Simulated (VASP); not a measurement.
# BAs (F-43m) in VASP: a series of runs, part 2 of 2

VASP 6.6.1. The steps go on from the part before.

## Step 3: Single point, PBE, spin-orbit coupling, no magnetisation

Input file INCAR:

```
SYSTEM = BAs
ALGO = Normal
EDIFF = 1E-7
ENCUT = 340
GGA = PE
GGA_COMPAT = .False.
ISIF = 2
ISMEAR = 0
LASPH = .True.
LCHARG = .False.
LNONCOLLINEAR = .True.
LORBIT = 11
LREAL = .False.
LSORBIT = .True.
LWAVE = .False.
MAGMOM = 0 0 0 0 0 0
NBANDS = 24
NELM = 100
PREC = Accurate
SIGMA = 0.02
```

Input file KPOINTS:

```
k-points
0
Gamma
  6 6 6
  0 0 0
```

Input file POSCAR:

```
BAs
1.0
    0.0000000000      2.3885000000      2.3885000000
    2.3885000000      0.0000000000      2.3885000000
    2.3885000000      2.3885000000      0.0000000000
As B
1 1
Direct
    0.7500000000      0.7500000000      0.7500000000
    0.0000000000      0.0000000000      0.0000000000
```

Potentials or basis: VASP PAW PBE potentials, release 64 (As, B).

On the command line:

```
$ cat potpaw_PBE.64/As/POTCAR potpaw_PBE.64/B/POTCAR > POTCAR
$ mpirun -np 1 vasp_ncl > vasp.out
```

OUTCAR:

```text
SYSTEM = BAs
   EDIFF = 1E-7
   ENCUT = 340
   GGA = PE
   ISIF = 2
   ISMEAR = 0
   LASPH = .True.
   LNONCOLLINEAR = .True.
   LORBIT = 11
   LREAL = .False.
   LSORBIT = .True.
   NELM = 100
   PREC = Accurate

 Found     22 irreducible k-points:

 Following reciprocal coordinates:
            Coordinates               Weight
  0.000000  0.000000  0.000000      1.000000
  0.166667  0.000000  0.000000      4.000000
 -0.166667  0.000000  0.000000      4.000000
  0.333333  0.000000  0.000000      4.000000
 -0.333333  0.000000  0.000000      4.000000
  0.500000  0.000000  0.000000      4.000000
   k-points           NKPTS =     22   k-points in BZ     NKDIM =     22   number of bands    NBANDS=     24
   number of dos      NEDOS =    301   number of ions     NIONS =      2
   total plane-waves  NPLWV =   8000
   dimension x,y,z NGX =    20 NGY =   20 NGZ =   20
   dimension x,y,z NGXF=    40 NGYF=   40 NGZF=   40
   ions per type =               1   1
   NGX,Y,Z   is equivalent  to a cutoff of   9.84,  9.84,  9.84 a.u.
   NGXF,Y,Z  is equivalent  to a cutoff of  19.69, 19.69, 19.69 a.u.
 SYSTEM =  BAs
   PREC   = accura    normal or accurate (medium, high low for compatibility)
   ISTART =      0    job   : 0-new  1-cont  2-samecut
   ICHARG =      2    charge: 1-file 2-atom 10-const
   ISPIN  =      1    spin polarized calculation?
   LNONCOLLINEAR =      T non collinear calculations
   LSORBIT =      T    spin-orbit coupling
[... 256 lines left out ...]
     0.0000000     0.0000000     0.0000000     0.0000000     0.0000000     0.0000000     0.0000000
     0.0000000     0.0000000     0.0000000     0.0000000     0.0000000     0.0000000     0.0000000
     0.0000000     0.0000000     0.0000000     0.0000000     0.0000000     0.0000000     0.0000000

 Ion:    2  E_soc:     -0.0000081
 l=   1
     0.0000000    -0.0000014    -0.0000014
    -0.0000014     0.0000000    -0.0000014
    -0.0000014    -0.0000014     0.0000000
 l=   2
     0.0000000     0.0000000     0.0000000     0.0000000     0.0000000
     0.0000000     0.0000000     0.0000000     0.0000000     0.0000000
     0.0000000     0.0000000     0.0000000     0.0000000     0.0000000
     0.0000000     0.0000000     0.0000000     0.0000000     0.0000000
     0.0000000     0.0000000     0.0000000     0.0000000     0.0000000
 l=   3
     0.0000000     0.0000000     0.0000000     0.0000000     0.0000000     0.0000000     0.0000000
     0.0000000     0.0000000     0.0000000     0.0000000     0.0000000     0.0000000     0.0000000
     0.0000000     0.0000000     0.0000000     0.0000000     0.0000000     0.0000000     0.0000000
     0.0000000     0.0000000     0.0000000     0.0000000     0.0000000     0.0000000     0.0000000
     0.0000000     0.0000000     0.0000000     0.0000000     0.0000000     0.0000000     0.0000000
     0.0000000     0.0000000     0.0000000     0.0000000     0.0000000     0.0000000     0.0000000
     0.0000000     0.0000000     0.0000000     0.0000000     0.0000000     0.0000000     0.0000000

 total charge

# of ion       s       p       d       tot
------------------------------------------
    1        1.171   1.665   0.088   2.925
    2        0.660   1.187   0.000   1.847
--------------------------------------------------
tot          1.831   2.852   0.088   4.771

 magnetization (x)

# of ion       s       p       d       tot
------------------------------------------
    1       -0.000  -0.000  -0.000  -0.000
    2        0.000   0.000   0.000   0.000
--------------------------------------------------
tot          0.000   0.000  -0.000   0.000

 magnetization (y)

# of ion       s       p       d       tot
------------------------------------------
    1        0.000   0.000   0.000   0.000
    2        0.000   0.000   0.000   0.000
--------------------------------------------------
tot          0.000   0.000   0.000   0.000

 magnetization (z)

# of ion       s       p       d       tot
------------------------------------------
    1       -0.000  -0.000  -0.000  -0.000
    2        0.000   0.000   0.000   0.000
--------------------------------------------------
tot          0.000   0.000  -0.000   0.000
```

OSZICAR:

```text
N       E                     dE             d eps       ncg     rms          rms(c)
DAV:   1     0.105581853133E+02    0.10558E+02   -0.23659E+03  1056   0.416E+02
DAV:   2    -0.112725005815E+02   -0.21831E+02   -0.20453E+02  1440   0.982E+01
DAV:   3    -0.120346938091E+02   -0.76219E+00   -0.75410E+00  1344   0.154E+01
DAV:   4    -0.120367683345E+02   -0.20745E-02   -0.20744E-02  1128   0.950E-01
DAV:   5    -0.120367715199E+02   -0.31854E-05   -0.31853E-05  1312   0.389E-02    0.496E+00
DAV:   6    -0.114597582915E+02    0.57701E+00   -0.29908E-01  1104   0.459E+00    0.239E+00
DAV:   7    -0.114015793841E+02    0.58179E-01   -0.12193E-01  1232   0.219E+00    0.100E+00
DAV:   8    -0.113947260409E+02    0.68533E-02   -0.13599E-02  1128   0.764E-01    0.114E-01
DAV:   9    -0.113948395439E+02   -0.11350E-03   -0.71645E-04  1232   0.196E-01    0.689E-02
DAV:  10    -0.113949942155E+02   -0.15467E-03   -0.14909E-04  1144   0.738E-02    0.419E-02
DAV:  11    -0.113950145716E+02   -0.20356E-04   -0.14613E-05  1224   0.265E-02    0.143E-02
DAV:  12    -0.113950147116E+02   -0.14005E-06   -0.44565E-07  1192   0.442E-03    0.639E-03
DAV:  13    -0.113950153750E+02   -0.66334E-06   -0.15327E-06  1152   0.777E-03    0.195E-03
DAV:  14    -0.113950154547E+02   -0.79759E-07   -0.40860E-08  1056   0.135E-03
   1 F= -.11395015E+02 E0= -.11395015E+02  d E =-.824500E-28  mag=    -0.0000    -0.0000     0.0000
```

stdout:

```text
POSCAR found type information on POSCAR AsB
 POSCAR found :  2 types and       2 ions
 scaLAPACK will be used
 LDA part: xc-table for (Slater+PW92), standard interpolation
 POSCAR, INCAR and KPOINTS ok, starting setup
 FFT: planning ... GRIDC
 FFT: planning ... GRID_SOFT
 FFT: planning ... GRID
 WAVECAR not read
 entering main loop
```

Wall time 35 s (1 thread of Intel Xeon Platinum 8259CL at 2.50GHz (Skylake/Cascade Lake), shared host); peak memory 0.16 GiB.

These settings aren't checked as converged: the numbers below hold their error.

What came out:

```
Free energy                                           : -11.3950 eV
Valence electrons inside the program's atomic spheres : As 2.92; B 1.85
```

Caveat: the k mesh is coarse (spacing up to 0.38 Å⁻¹), so the values aren't converged; the cutoff is under 1.25 times the usual one of these potentials, so pressure, stress and relaxed cells hold a basis-set (Pulay) error.

## Step 4: Single point, PBE, spin-orbit coupling, no magnetisation

Edit INCAR of step 3 so:

```diff
@@ -3,3 +3,3 @@
 EDIFF = 1E-7
-ENCUT = 340
+ENCUT = 280
 GGA = PE
```

Input file KPOINTS:

```
k-points
0
Gamma
  7 7 7
  0 0 0
```

POSCAR is that of step 3.

On the command line:

```
$ cat potpaw_PBE.64/As/POTCAR potpaw_PBE.64/B/POTCAR > POTCAR
$ mpirun -np 1 vasp_ncl > vasp.out
```

Wall time 40 s (1 thread of Intel Xeon Platinum 8259CL at 2.50GHz (Skylake/Cascade Lake), shared host); peak memory 0.14 GiB.

The run converged, but a check on its numbers failed (symmetry, net force, bounds or a known fault of this set-up), so they aren't taken as properties of the crystal.

Caveat: the cutoff lies under the usual one of these potentials, so the numbers hold a large basis-set error.

## Step 5: Single point, PBE, spin-orbit coupling, no magnetisation

Edit INCAR of step 4 so:

```diff
@@ -3,3 +3,3 @@
 EDIFF = 1E-7
-ENCUT = 280
+ENCUT = 650
 GGA = PE
```

Input file KPOINTS:

```
k-points
0
Gamma
  5 5 5
  0 0 0
```

POSCAR is that of step 4.

On the command line:

```
$ cat potpaw_PBE.64/As/POTCAR potpaw_PBE.64/B/POTCAR > POTCAR
$ mpirun -np 1 vasp_ncl > vasp.out
```

Wall time 47 s (1 thread of Intel Xeon Platinum 8259CL at 2.50GHz (Skylake/Cascade Lake), shared host); peak memory 0.24 GiB.

The run converged, but some of its settings lie outside the range that counts as converged, so its numbers aren't taken as properties of the crystal.

What came out:

```yaml
Free_energy: -11.3625 eV
Pressure: 3.6 GPa
Valence_electrons_inside_the_program's_atomic_spheres: As 2.93; B 1.84
```

Caveat: the k mesh is coarse (spacing up to 0.46 Å⁻¹), so the values aren't converged.

## Step 6: Single point, PBE, spin-orbit coupling, no magnetisation

Edit INCAR of step 5 so:

```diff
@@ -3,3 +3,3 @@
 EDIFF = 1E-7
-ENCUT = 650
+ENCUT = 340
 GGA = PE
```

Input file KPOINTS:

```
k-points
0
Gamma
  7 7 7
  0 0 0
```

POSCAR is that of step 5.

Potentials or basis: VASP PAW PBE potentials, release 64 (As, B).

On the command line:

```
$ cat potpaw_PBE.64/As/POTCAR potpaw_PBE.64/B/POTCAR > POTCAR
$ mpirun -np 1 vasp_ncl > vasp.out
```

Wall time 43 s (1 thread of Intel Xeon Platinum 8259CL at 2.50GHz (Skylake/Cascade Lake), shared host); peak memory 0.16 GiB.

These settings aren't checked as converged: the numbers below hold their error.

What came out:

```yaml
Free_energy: -11.4072 eV
Valence_electrons_inside_the_program's_atomic_spheres: As 2.92; B 1.85
```

Caveat: the cutoff is under 1.25 times the usual one of these potentials, so pressure, stress and relaxed cells hold a basis-set (Pulay) error.

## Step 7: The reference run

An earlier run on the cell as given: functional PBE; potentials or basis VASP PAW PBE potentials, release 64 (As, B); cutoff 520 eV; k mesh 10 × 10 × 10; occupations fermi-dirac, width 0.05 eV; no spin polarisation.

* Pressure: 3.4 GPa
* Band gap on the k mesh: 1.18 eV, indirect (least direct gap 3.28 eV)
